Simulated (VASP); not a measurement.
# Rb: single point with PBE

The system is Rb.

```xyz
1
Lattice="-2.6943 2.7054 2.8146 2.6361 -2.6962 2.7472 2.7218 2.7236 -2.8054" Properties=species:S:1:pos:R:3 pbc="T T T"
Rb    0.0000    0.0000    0.0000
```

The cell isn't the ideal one: all atoms moved at random, cell strained at random.

```
Program                : VASP 6.6.1
Task                   : single point
Functional             : PBE
Potentials or basis    : VASP PAW PBE potentials, release 64 (Rb_sv)
Cutoff                 : 520 eV
k mesh                 : 10 × 10 × 10
Occupations            : gaussian, width 0.1 eV
Spin                   : no spin polarisation
Dipole correction      : no
Further INCAR settings : ALGO = Fast; EDIFF = 1e-07; NBANDS = 10
```

```yaml
Pressure: 0.4 GPa
Band_gap_on_the_k_mesh: none (metal or under the smearing width)
```

Levels at points of the mesh, in eV from the Fermi level:
| k point | band 2 | band 3 | band 4 | band 5 | band 6 | band 7 |
| --- | --- | --- | --- | --- | --- | --- |
| (0.00, 0.00, 0.00) | -12.89 | -12.88 | -12.88 | -2.14 | 3.67 | 3.76 |
| (0.50, 0.00, 0.00) | -13.03 | -12.93 | -12.88 | 0.17 | 0.82 | 2.69 |
| (0.00, 0.50, 0.00) | -13.03 | -12.93 | -12.89 | 0.23 | 0.92 | 2.61 |
| (0.50, 0.50, 0.00) | -13.03 | -12.93 | -12.89 | 0.25 | 0.95 | 2.48 |
| (0.00, 0.00, 0.50) | -13.03 | -12.93 | -12.89 | 0.22 | 0.90 | 2.48 |
| (0.50, 0.00, 0.50) | -13.02 | -12.93 | -12.88 | 0.16 | 0.81 | 2.62 |
| (0.00, 0.50, 0.50) | -13.03 | -12.93 | -12.88 | 0.18 | 0.84 | 2.69 |
| (0.50, 0.50, 0.50) | -13.00 | -12.98 | -12.98 | 1.11 | 1.21 | 3.36 |

It took 3.8 min on 1 thread of AMD EPYC 9R45 96-Core Processor (Zen 5) (shared host), peak memory 0.46 GiB.
